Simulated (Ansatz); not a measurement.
# Computed properties of PbO (zincblende)

All numbers come from the PAW code Ansatz. The cell comes from a prototype generator: it can be a known phase or a hypothetical one. No magnetic order is allowed.

Structure: PbO in the zincblende structure, at its r2SCAN minimum. It is cubic, F-43m (No. 216); a = 5.598 Å in the conventional setting, 21.92 Å³ an atom. Pb is surrounded by 4 O at 2.42 Å; O is surrounded by 4 Pb at 2.42 Å.

```cif
data_structure
_symmetry_space_group_name_H-M 'F-43m'
_symmetry_Int_Tables_number 216
_cell_length_a 5.5976
_cell_length_b 5.5976
_cell_length_c 5.5976
_cell_angle_alpha 90.000
_cell_angle_beta 90.000
_cell_angle_gamma 90.000
_cell_volume 175.39
loop_
_atom_site_label
_atom_site_type_symbol
_atom_site_symmetry_multiplicity
_atom_site_Wyckoff_symbol
_atom_site_fract_x
_atom_site_fract_y
_atom_site_fract_z
_atom_site_occupancy
Pb1 Pb 4 a 0.00000 0.00000 0.00000 1
O1 O 4 d 0.25000 0.25000 0.75000 1
```

Relaxed lattice by functional, symmetry kept:
```tsv
functional	k mesh	a (Å)	volume (Å³/atom)
PBE	8×8×8	5.663	22.71
r2SCAN	8×8×8	5.598	21.92
PBEsol	8×8×8	5.573	21.63
LDA	8×8×8	5.510	20.91
HSE06	6×6×6	5.607	22.04
```

On this one geometry the levels give:
```tsv
level	k mesh	gap (eV)	kind	edges	least direct gap (eV)	rough cost
LDA	8×8×8	0.36	indirect	W → X	0.54	2.7 core-seconds
PBE	8×8×8	0.43	indirect	W → X	0.61	3 core-seconds
PBE+SOC	8×8×8	0.37	indirect	W → X	0.55	12 core-seconds
r2SCAN	8×8×8	0.62	indirect	W → X	0.80	5 core-seconds
r2SCANh	6×6×6	1.10	indirect	W → X	1.29	110 core-seconds
HSE06	6×6×6	1.04	indirect	W → X	1.24	90 core-seconds
HSE06+SOC	4×4×4	0.93	indirect	W → X	1.16	2.4 core-minutes
DDH-PBE0	6×6×6	1.05	indirect	W → X	1.24	2 core-minutes
PBE0	6×6×6	1.69	indirect	W → X	1.90	90 core-seconds
```
PBE, PBE+SOC, HSE06+SOC: smearing of 0.02 eV; the others have fixed occupations.
Wave cutoffs: 420 eV, 500 eV (r2SCAN, r2SCANh). Run but not listed, since they were read on a mesh alone, on too coarse a mesh, or into states of the vacuum: LC-ωPBE.
Costs come from shared machines and give only the order; PBE's includes the band path. The runs had 2 threads of Arm Neoverse V2, with other jobs on the host.

The HSE06 gap is indirect, 1.04 eV (W to X), below the direct gap of 1.24 eV at X. Spin-orbit coupling changes the PBE gap by -0.058 eV, to 0.37 eV; at Γ the threefold valence level splits into a fourfold and a twofold level 0.087 eV apart, the fourfold one on top.

r2SCAN covers 31 % of the step from PBE to HSE06. Among these functionals the gap stays indirect.

On the PBEsol cell (a = 5.573 Å), with PBEsol: The optical mode at Γ lies at 250 cm⁻¹ without the longitudinal term. With the long-range field the highest mode reaches 320 cm⁻¹. The program warns that the force constants, and all that is formed from them, aren't settled on this k mesh. The clamped-ion dielectric constant comes out as 8.72 in all directions. With the ions relaxed, ε⁰ is 14.2 in all directions. Born charges, averaged over directions: Pb +2.12, O -2.12 e.

Only the levels marked +SOC include spin-orbit coupling.

The meshes of the hybrids are coarse, so their gaps aren't converged to the digits shown.
